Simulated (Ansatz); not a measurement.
Consider BaSnO$_{3}$ in the cubic perovskite structure (space group Pm-3m, No. 221; a = 4.131 Å). Axes: x, y, z lie along the cube axes.

Method: r2SCAN (Ansatz, a program for electronic structure), no spin-orbit coupling.

Before the change:

```
Quantity                Value
-------------  --------------
Electron mass  0.19 mₑ (at Γ)
Pressure             0.00 GPa
```

The change: tensor shear ε_xz = −3.65 % (engineering shear γ = -0.0730); the atoms relax in the strained cell.

### Question
Estimate the effect on the electron mass.

### Answer
The electron mass stays 0.19 mₑ (at Γ).

### Question
Predict the new pressure.

### Answer
The pressure (mean of the normal stresses, compression positive) goes from zero to 0.42 GPa.

The levels and masses belong to the bands next to the band gap. Masses are band curvatures over ±0.01 Å⁻¹ around the edge. Stability against distortions was not tested.
